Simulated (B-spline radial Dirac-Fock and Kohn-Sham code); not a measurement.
Satellites and hypersatellites of the K lines of Kr⁺

System: krypton as Kr⁺, [Ar] 3d10 4s2 4p5.

The run's input, task.json:

```json
{"items": [{
  "Z": 36,
  "q": 1,
  "cfg": [[1, 0, 2], [2, 0, 2], [2, 1, 6], [3, 0, 2], [3, 1, 6], [3, 2, 10], [4, 0, 2], [4, 1, 5]],
  "A": 84,
  "rrms": 4.1884,
  "do": ["binding", "quiet", "double"]
}]}
```

Run with: `python xray_run.py task.json out`

Model: Dirac-Fock ΔSCF + Breit + QED. Program: a radial atomic solver. Each two-hole energy is an average over J within one jj subconfiguration, not an observable level; in light atoms, where LS coupling holds, the j-resolved values are not observed lines, and for a K spectator the Kα1 hypersatellite is nearly forbidden. Correlation and solid-state effects are left out.

Lines without a spectator: Kα2 (K-L2) 12594.1 eV, Kβ3 (K-M2) 14101.5 eV. Shifts in eV with one spectator hole (a dash: not computed, or left out as unreliable):

| spectator hole | Kα2 | Kβ3 |
| --- | --- | --- |
| K (1s) | +390.7 | +492.0 |
| L2 (2p1/2) | +39.1 | – |
| M2 (3p1/2) | – | +9.17 |
| M4 (3d3/2) | -0.30 | – |
| M5 (3d5/2) | -1.94 | – |
